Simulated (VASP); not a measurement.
# N (Fm-3m) in VASP: a series of runs

The runs below take N through single point, with PBE.

Program: VASP 6.6.1. These are calculated values, not measurements. Logs are shortened: lines on timing, memory, paths and dates and some standing lists are left out, and cuts for length are marked.

## Step 1: The cell of the first run

Symmetry: Fm-3m, No. 225, cubic system. The conventional cell has a = 3.199 Å, b = 3.199 Å, c = 3.199 Å, α = 90.00°, β = 90.00°, γ = 90.00°. N (site symmetry m-3m) is surrounded by 12 N at 2.26 Å.

The real solid is made of molecules; this cell is a model form.

## Step 2: Single point, PBE (strained and moved within a subgroup)

File INCAR:

```
PREC = Accurate ; ENCUT = 520
EDIFF = 1E-7 ; ISMEAR = 0
SIGMA = 0.1 ; LREAL = False
LASPH = True ; NELM = 100
ALGO = Normal ; ISIF = 2
LWAVE = False ; LCHARG = False
GGA = PE ; NBANDS = 8
```

File KPOINTS:

```
regular mesh
0
Gamma
  22 22 22
```

File POSCAR:

```
N
1.0
    0.0000000000      1.5992730499      1.5992730499
    1.5992730499      0.0000000000      1.5992730499
    1.5992730499      1.5992730499      0.0000000000
N
1
Direct
    0.0000000000      0.0000000000      0.0000000000
```

Potentials or basis: VASP PAW PBE potentials, release 64 (N).

Run with:

```bash
$ cat potpaw_PBE.64/N/POTCAR > POTCAR
$ mpirun -np 1 vasp_std > vasp.out
```

OUTCAR:

```text
PREC = Accurate
   ENCUT = 520
   EDIFF = 1E-7
   ISMEAR = 0
   LREAL = False
   LASPH = True
   NELM = 100
   ISIF = 2
   GGA = PE

 ion  position               nearest neighbor table
   1  0.000  0.000  0.000-

  LATTYP: Found a face centered cubic cell.
 ALAT       =     3.1985460998

  Lattice vectors:

 A1 = (   0.0000000000,   1.5992730499,   1.5992730499)
 A2 = (   1.5992730499,   0.0000000000,   1.5992730499)
 A3 = (   1.5992730499,   1.5992730499,   0.0000000000)

Analysis of symmetry for initial positions (statically):
=====================================================================
 Subroutine PRICEL returns:
 Original cell was already a primitive cell.

 Routine SETGRP: Setting up the symmetry group for a
 face centered cubic supercell.

 Subroutine GETGRP returns: Found 48 space group operations
 (whereof 48 operations were pure point group operations)
 out of a pool of 48 trial point group operations.

The static configuration has the point symmetry O_h .

Analysis of symmetry for dynamics (positions and initial velocities):
=====================================================================
 Subroutine PRICEL returns:
 Original cell was already a primitive cell.

 Routine SETGRP: Setting up the symmetry group for a
 face centered cubic supercell.

 Subroutine GETGRP returns: Found 48 space group operations
 (whereof 48 operations were pure point group operations)
 out of a pool of 48 trial point group operations.

The dynamic configuration has the point symmetry O_h .

 Subroutine INISYM returns: Found 48 space group operations
 (whereof 48 operations are pure point group operations),
 and found     1 'primitive' translations

----------------------------------------------------------------------------------------

                                     Primitive cell

  volume of cell :       8.1808

  direct lattice vectors                    reciprocal lattice vectors
     0.000000000  1.599273050  1.599273050    -0.312642047  0.312642047  0.312642047
     1.599273050  0.000000000  1.599273050     0.312642047 -0.312642047  0.312642047
     1.599273050  1.599273050  0.000000000     0.312642047  0.312642047 -0.312642047

  length of vectors
     2.261713637  2.261713637  2.261713637     0.541511910  0.541511910  0.541511910

  position of ions in fractional coordinates (direct lattice)
     0.000000000  0.000000000  0.000000000

  ion indices of the primitive-cell ions
   primitive index   ion index
                 1           1

----------------------------------------------------------------------------------------

 KPOINTS: regular mesh

Automatic generation of k-mesh.
 Grid dimensions read from file:
 generate k-points for:   22   22   22

 Generating k-lattice:

  Cartesian coordinates                     Fractional coordinates (reciprocal lattice)
    -0.014211002  0.014211002  0.014211002     0.045454545  0.000000000  0.000000000
     0.014211002 -0.014211002  0.014211002     0.000000000  0.045454545  0.000000000
     0.014211002  0.014211002 -0.014211002     0.000000000  0.000000000  0.045454545

  Length of vectors
     0.024614178  0.024614178  0.024614178

  Shift w.r.t. Gamma in fractional coordinates (k-lattice)
     0.000000000  0.000000000  0.000000000

 Subroutine IBZKPT returns following result:
 ===========================================

 Found    328 irreducible k-points:

 Following reciprocal coordinates:
            Coordinates               Weight
  0.000000  0.000000  0.000000      1.000000
  0.045455  0.000000  0.000000      8.000000
  0.090909  0.000000  0.000000      8.000000
  0.136364  0.000000  0.000000      8.000000
  0.181818  0.000000  0.000000      8.000000
  0.227273  0.000000  0.000000      8.000000
[... 16 lines left out ...]
  0.500000  0.045455  0.000000     24.000000
 -0.454545  0.045455  0.000000     24.000000
 [... further k-points ...]
   k-points           NKPTS =    328   k-points in BZ     NKDIM =    328   number of bands    NBANDS=      8
   number of dos      NEDOS =    301   number of ions     NIONS =      1
   total plane-waves  NPLWV =   5832
   dimension x,y,z NGX =    18 NGY =   18 NGZ =   18
   dimension x,y,z NGXF=    36 NGYF=   36 NGZF=   36
   ions per type =               1
   NGX,Y,Z   is equivalent  to a cutoff of  13.23, 13.23, 13.23 a.u.
   NGXF,Y,Z  is equivalent  to a cutoff of  26.46, 26.46, 26.46 a.u.
 SYSTEM =  unknown system
   PREC   = accura    normal or accurate (medium, high low for compatibility)
   ISTART =      0    job   : 0-new  1-cont  2-samecut
   ICHARG =      2    charge: 1-file 2-atom 10-const
   ISPIN  =      1    spin polarized calculation?
   LNONCOLLINEAR =      F non collinear calculations
   LSORBIT =      F    spin-orbit coupling
   LASPH  =      T    aspherical Exc in radial PAW
   ENCUT  =  520.0 eV  38.22 Ry    6.18 a.u.   4.21  4.21  4.21*2*pi/ulx,y,z
   NELM   =    100;   NELMIN=  2; NELMDL= -5     # of ELM steps
   EDIFF  = 0.1E-06   stopping-criterion for ELM
   LREAL  =      F    real-space projection
   EDIFFG = 0.1E-05   stopping-criterion for IOM
   NSW    =      0    number of steps for IOM
   IBRION =     -1    ionic relax: 0-MD 1-quasi-New 2-CG
   NFREE  =      0    steps in history (QN), initial steepest desc. (CG)
   ISIF   =      2    stress and relaxation
   ISYM   =      2    0-nonsym 1-usesym 2-fastsym
   POTIM  = 0.5000    time-step for ionic-motion
   TEBEG  =    0.0;   TEEND  =   0.0 temperature during run
   PSTRESS=    0.0 pullay stress
   NELECT =       5.0000    total number of electrons
   NUPDOWN=      -1.0000    fix difference up-down
   EMIN   =  10.00;   EMAX   =-10.00  energy-range for DOS
   EFERMI =   0.00;   METHOD = LEGACY
   ISMEAR =     0;   SIGMA  =   0.10  broadening in eV -4-tet -1-fermi 0-gaus
   EFERMI_NEDOS =   21; number of points for ismear=-14 and -15
   IALGO  =     38    algorithm
   IMIX   =      4    mixing-type and parameters
     AMIX     =   0.40;   BMIX     =  1.00
     AMIX_MAG =   1.60;   BMIX_MAG =  1.00
  volume/ion in A,a.u.               =       8.18        55.21
  Fermi-wavevector in a.u.,A,eV,Ry     =   1.389309  2.625414 26.261690  1.930180
  Thomas-Fermi vector in A             =   2.513352
   LORBIT       =      0    0 simple, 1 ext, 2 COOP (PROOUT), +10 PAW based schemes
   GGA     = PE    functional components
   LHFCALC =     F    Hartree Fock is set to
   AEXX    =    0.0000 exact exchange contribution
   IVDW    =     0    specifies the selected vdW correction
   LEPSILON=     F    determine dielectric tensor
   LRPA    =     F    only Hartree local field effects (RPA)
 non-spin polarized calculation
 Gauss-broadening in eV      SIGMA  =   0.10
  energy-cutoff  :      520.00
  volume of cell :        8.18
 maximum number of plane-waves:       229
 NGX is ok and might be reduce to    18
   NGX =  9   NGY =  9   NGZ =  9

 number of electron       5.0000000 magnetization

 Free energy of the ion-electron system (eV)
  ---------------------------------------------------
  ext. energy  EPLUGINS =         0.00000000
  ---------------------------------------------------
  free energy    TOTEN  =        -3.81872750 eV

  energy without entropy =       -3.81457114  energy(sigma->0) =       -3.81664932

 E-fermi :   4.3791     XC(G=0): -12.1837

 val. band max:        4.3739434354   @ k =  -0.4545   0.4091   0.0909
 cond. band min:       4.3797966947   @ k =   0.5000   0.4545   0.0455
 fundamental gap:      0.0058532592
 Fermi energy:         4.3791122949

 k-point     1 :       0.0000    0.0000    0.0000
  band No.  band energies     occupation
      1     -14.7525      2.00000
      2       8.0027      0.00000
      3       8.0027      0.00000
      4       8.0027      0.00000
      5      25.9364      0.00000
      6      35.2890      0.00000
      7      35.2890      0.00000
      8      35.2890      0.00000

 k-point     2 :       0.0455    0.0000    0.0000
  band No.  band energies     occupation
      1     -14.6826      2.00000
      2       7.8147      0.00000
      3       7.9786      0.00000
      4       7.9786      0.00000
      5      26.0127      0.00000
      6      34.4352      0.00000
      7      35.3779      0.00000
      8      35.3779      0.00000

 k-point     3 :       0.0909    0.0000    0.0000
  band No.  band energies     occupation
      1     -14.4741      2.00000
      2       7.2656      0.00000
      3       7.9086      0.00000
      4       7.9086      0.00000
      5      26.2234      0.00000
      6      32.9113      0.00000
      7      35.6083      0.00000
      8      35.6083      0.00000

 k-point     4 :       0.1364    0.0000    0.0000
  band No.  band energies     occupation
      1     -14.1287      2.00000
      2       6.3992      0.00000
      3       7.8007      0.00000
      4       7.8007      0.00000
      5      26.5137      0.00000
      6      31.4737      0.00000
      7      35.8572      0.00000
      8      35.8572      0.00000

 k-point     5 :       0.1818    0.0000    0.0000
  band No.  band energies     occupation
      1     -13.6504      2.00000
      2       5.2766      0.00000
      3       7.6662      0.00000
      4       7.6662      0.00000
      5      26.7846      0.00000
      6      30.3353      0.00000
      7      35.9067      0.00000
      8      35.9067      0.00000
[... 177 lines left out ...]
 k-point    22 :       0.4545    0.0455    0.0000
  band No.  band energies     occupation
      1      -9.1930      2.00000
      2      -2.2826      2.00000
      3       6.8692      0.00000
      4       6.8757      0.00000
      5      25.7266      0.00000
      6      29.2957      0.00000
      7      32.9794      0.00000
      8      33.3494      0.00000

 k-point    23 :       0.5000    0.0455    0.0000
  band No.  band energies     occupation
      1      -8.7220      2.00000
      2      -2.8971      2.00000
      3       6.7896      0.00000
      4       6.8892      0.00000
      5      25.6479      0.00000
      6      29.2839      0.00000
      7      32.9307      0.00000
      8      33.1514      0.00000

 k-point    24 :      -0.4545    0.0455    0.0000
  band No.  band energies     occupation
      1      -8.8246      2.00000
      2      -2.7653      2.00000
      3       6.7489      0.00000
      4       6.9422      0.00000
      5      25.6695      0.00000
      6      29.3008      0.00000
      7      32.9683      0.00000
      8      33.1368      0.00000

 [... further k-points ...]
[... 5 lines left out ...]
  --------------------------------------------------------------------------------------
  -------------------------------------------------------------------------------------
  Total       -0.5889151     -0.5889151     -0.5889151      0.0000000      0.0000000     -0.0000000
  in kB     -115.3361380   -115.3361380   -115.3361380      0.0000000      0.0000000     -0.0000000
  external PRESSURE =    -115.3361380 kB  Pullay stress =       0.0000000 kB

 VOLUME and BASIS-vectors are now :
 -----------------------------------------------------------------------------
  energy-cutoff  :      520.00
  volume of cell :        8.18
      direct lattice vectors                 reciprocal lattice vectors
     0.000000000  1.599273050  1.599273050    -0.312642047  0.312642047  0.312642047
     1.599273050  0.000000000  1.599273050     0.312642047 -0.312642047  0.312642047
     1.599273050  1.599273050  0.000000000     0.312642047  0.312642047 -0.312642047

 POSITION                                       TOTAL-FORCE (eV/Angst)
 -----------------------------------------------------------------------------------
      0.00000      0.00000      0.00000         0.000000      0.000000     -0.000000
 -----------------------------------------------------------------------------------
    total drift:                                0.000000     -0.000000     -0.000000

  FREE ENERGIE OF THE ION-ELECTRON SYSTEM (eV)
  ---------------------------------------------------
  free  energy   TOTEN  =        -3.8187275001 eV

  energy  without entropy=       -3.8145711442  energy(sigma->0) =       -3.81664932
```

It took 22 s on 1 thread of Intel Xeon Platinum 8259CL at 2.50GHz (Skylake/Cascade Lake), shared host; peak memory 0.12 GiB.

What came out:

| Item | Value |
| --- | --- |
| Free energy | -3.8187 eV |
| Pressure | -11.5 GPa |
| Band gap on the k mesh | none (metal or under the smearing width) |

Levels at points of the mesh, in eV from the Fermi level:
```
           k point  band 1  band 2  band 3  band 4  band 5  band 6  band 7
(0.00, 0.00, 0.00)  -19.13    3.62    3.62    3.62   21.56   30.91   30.91
(0.50, 0.00, 0.00)  -13.11   -7.38    2.57    2.57   21.13   25.41   28.59
(0.50, 0.50, 0.00)  -10.92   -6.06    0.14    0.14   14.80   18.41   30.55
```

## Step 3: Single point, PBE (N replaced by Sb, lengths x 1.575, strained and moved within the space group)

File INCAR:

```
SYSTEM = Sb
  PREC = Accurate
  ENCUT = 520
  EDIFF = 1E-6
  ISMEAR = 0
  SIGMA = 0.1
  LREAL = .False.
  LASPH = .True.
  NELM = 100
  ALGO = Normal
  ISIF = 2
  LWAVE = .False.
  LCHARG = .False.
  GGA = PE
  NBANDS = 8
```

File KPOINTS:

```
Automatic mesh
0
Gamma
  6 6 6
  0 0 0
```

File POSCAR:

```
Sb
1.0
    0.0000000000      2.4388720004      2.4388720004
    2.4388720004      0.0000000000      2.4388720004
    2.4388720004      2.4388720004      0.0000000000
Sb
1
Direct
    0.0000000000      0.0000000000      0.0000000000
```

Potentials or basis: VASP PAW PBE potentials, release 64 (Sb).

Run with:

```bash
$ cat potpaw_PBE.64/Sb/POTCAR > POTCAR
$ mpirun -np 1 vasp_std > vasp.out
```

OUTCAR:

```text
SYSTEM = Sb
   PREC = Accurate
   ENCUT = 520
   EDIFF = 1E-6
   ISMEAR = 0
   LREAL = .False.
   LASPH = .True.
   NELM = 100
   ISIF = 2
   GGA = PE

 ion  position               nearest neighbor table
   1  0.000  0.000  0.000-

  LATTYP: Found a face centered cubic cell.
 ALAT       =     4.8777440008

  Lattice vectors:

 A1 = (   0.0000000000,   2.4388720004,   2.4388720004)
 A2 = (   2.4388720004,   0.0000000000,   2.4388720004)
 A3 = (   2.4388720004,   2.4388720004,   0.0000000000)

Analysis of symmetry for initial positions (statically):
=====================================================================
 Subroutine PRICEL returns:
 Original cell was already a primitive cell.

 Routine SETGRP: Setting up the symmetry group for a
 face centered cubic supercell.

 Subroutine GETGRP returns: Found 48 space group operations
 (whereof 48 operations were pure point group operations)
 out of a pool of 48 trial point group operations.

The static configuration has the point symmetry O_h .

Analysis of symmetry for dynamics (positions and initial velocities):
=====================================================================
 Subroutine PRICEL returns:
[... 152 lines left out ...]
 fundamental gap:      0.4637302123
 Fermi energy:         7.8082991008

 k-point     1 :       0.0000    0.0000    0.0000
  band No.  band energies     occupation
      1      -4.7834      2.00000
      2      12.3722      0.00000
      3      12.3722      0.00000
      4      12.3722      0.00000
      5      17.2994      0.00000
      6      17.2994      0.00000
      7      17.2994      0.00000
      8      17.8180      0.00000
[... 155 lines left out ...]
 k-point    16 :      -0.3333    0.5000    0.1667
  band No.  band energies     occupation
      1       0.1157      2.00000
      2       3.7937      2.00000
      3       5.8835      2.00000
      4       6.5920      2.00000
      5      14.7343      0.00000
      6      15.4131      0.00000
      7      20.7479      0.00000
      8      20.8905      0.00000

------------------------ aborting loop because EDIFF is reached ----------------------------------------

  FORCE on cell =-STRESS in cart. coord.  units (eV):
  Direction    XX          YY          ZZ          XY          YZ          ZX
  --------------------------------------------------------------------------------------
  -------------------------------------------------------------------------------------
  Total       -0.5089560     -0.5089560     -0.5089560     -0.0000000     -0.0000000      0.0000000
  in kB      -28.1056609    -28.1056609    -28.1056609     -0.0000000     -0.0000000      0.0000000
  external PRESSURE =     -28.1056609 kB  Pullay stress =       0.0000000 kB

 VOLUME and BASIS-vectors are now :
 -----------------------------------------------------------------------------
  energy-cutoff  :      520.00
  volume of cell :       29.01
      direct lattice vectors                 reciprocal lattice vectors
     0.000000000  2.438872000  2.438872000    -0.205012809  0.205012809  0.205012809
     2.438872000  0.000000000  2.438872000     0.205012809 -0.205012809  0.205012809
     2.438872000  2.438872000  0.000000000     0.205012809  0.205012809 -0.205012809

 POSITION                                       TOTAL-FORCE (eV/Angst)
 -----------------------------------------------------------------------------------
      0.00000      0.00000      0.00000         0.000000     -0.000000     -0.000000
 -----------------------------------------------------------------------------------
    total drift:                                0.000000      0.000000      0.000000

  FREE ENERGIE OF THE ION-ELECTRON SYSTEM (eV)
  ---------------------------------------------------
  free  energy   TOTEN  =        -3.8450545946 eV

  energy  without entropy=       -3.8340688238  energy(sigma->0) =       -3.83956171
```

stdout:

```text
POSCAR found type information on POSCAR Sb
 POSCAR found :  1 types and       1 ions
 scaLAPACK will be used
 LDA part: xc-table for (Slater+PW92), standard interpolation
 POSCAR, INCAR and KPOINTS ok, starting setup
 FFT: planning ... GRIDC
 FFT: planning ... GRID_SOFT
 FFT: planning ... GRID
 WAVECAR not read
 entering main loop
```

It took 5.5 s on 1 thread of Intel Xeon Platinum 8259CL at 2.50GHz (Skylake/Cascade Lake), shared host; peak memory 0.15 GiB.

Results:

* Free energy: -3.8451 eV
* Pressure: -2.8 GPa
* Band gap on the k mesh: none (metal or under the smearing width)

Caveat: the k mesh is coarse (spacing up to 0.37 Å⁻¹), so the values aren't converged. The run has no spin-orbit coupling, so splittings on Sb are missing.
